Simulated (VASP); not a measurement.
Computed with PBE GGA, VASP's PBE PAW potentials (set 64) (plane waves; VASP 6.6.1).

VASP ran on this input.

### INCAR
```
ALGO = Normal   ! blocked Davidson
SYSTEM = AlN
LASPH = .TRUE.
NELM = 100
ENCUT = 600
EDIFF = 1E-7   ! SCF stop (eV)
LREAL = .FALSE.
LWAVE = .FALSE.
ISMEAR = 0
SIGMA = 0.05   ! width (eV)
ISIF = 2   ! forces and stress, cell fixed
PREC = Accurate
LCHARG = .FALSE.
GGA = PE   ! PBE
```

KPOINTS:
```
Automatic mesh
0
Gamma
10 10 10
0 0 0
```

### POSCAR
```
AlN
1
   -0.0000000000     2.2005493169     2.2005493169
    2.2005493169    -0.0000000000     2.2005493169
    2.2005493169     2.2005493169     0.0000000000
Al N
1 1
Direct
  0.0000000000   0.0000000000   0.0000000000
  0.2500000000   0.2500000000   0.2500000000
```

POTCAR, in this order: Al N (PBE.64 set). Program: vasp_std.

Output

File OSZICAR:
```
       N       E                     dE             d eps       ncg     rms          rms(c)
DAV:   1     0.137809516006E+02    0.13781E+02   -0.44253E+03   768   0.944E+02
DAV:   2    -0.164727028369E+02   -0.30254E+02   -0.29246E+02  1032   0.161E+02
DAV:   3    -0.171846341266E+02   -0.71193E+00   -0.71193E+00   848   0.302E+01
DAV:   4    -0.171874560802E+02   -0.28220E-02   -0.28220E-02  1168   0.184E+00
DAV:   5    -0.171874608617E+02   -0.47815E-05   -0.47815E-05   832   0.549E-02    0.851E+00
DAV:   6    -0.148631404824E+02    0.23243E+01   -0.13623E+01   872   0.248E+01    0.289E+00
DAV:   7    -0.148549907635E+02    0.81497E-02   -0.10106E-01   792   0.333E+00    0.195E+00
DAV:   8    -0.148491537303E+02    0.58370E-02   -0.19324E-02   824   0.203E+00    0.406E-01
DAV:   9    -0.148488206071E+02    0.33312E-03   -0.85586E-04  1088   0.246E-01    0.205E-01
DAV:  10    -0.148489295721E+02   -0.10896E-03   -0.32637E-04   824   0.154E-01    0.427E-02
DAV:  11    -0.148489252186E+02    0.43534E-05   -0.13920E-05   928   0.288E-02    0.159E-02
DAV:  12    -0.148489253904E+02   -0.17177E-06   -0.16956E-06   800   0.128E-02    0.850E-04
DAV:  13    -0.148489254069E+02   -0.16519E-07   -0.32482E-08   648   0.152E-03
   1 F= -.14848925E+02 E0= -.14848925E+02  d E =-.600520E-11
```

OUTCAR:
```
------------------------ aborting loop because EDIFF is reached ----------------------------------------
  FORCE on cell =-STRESS in cart. coord.  units (eV):
  Direction    XX          YY          ZZ          XY          YZ          ZX
  --------------------------------------------------------------------------------------
  Total       -0.0158181     -0.0158181     -0.0158181      0.0000000      0.0000000     -0.0000000
  in kB       -1.1891613     -1.1891613     -1.1891613      0.0000000      0.0000000     -0.0000000
  external PRESSURE =      -1.1891613 kB  Pullay stress =       0.0000000 kB
  volume of cell :       21.31
      direct lattice vectors                 reciprocal lattice vectors
     0.000000000  2.200549317  2.200549317    -0.227215994  0.227215994  0.227215994
     2.200549317  0.000000000  2.200549317     0.227215994 -0.227215994  0.227215994
     2.200549317  2.200549317  0.000000000     0.227215994  0.227215994 -0.227215994
  FREE ENERGIE OF THE ION-ELECTRON SYSTEM (eV)
  ---------------------------------------------------
  free  energy   TOTEN  =       -14.8489254069 eV

  energy  without entropy=      -14.8489254069  energy(sigma->0) =      -14.84892541
```
(Selected blocks of OUTCAR.)

The compound is AlN in the zinc blende structure, a metastable form; wurtzite is the usual one. It was relaxed first.
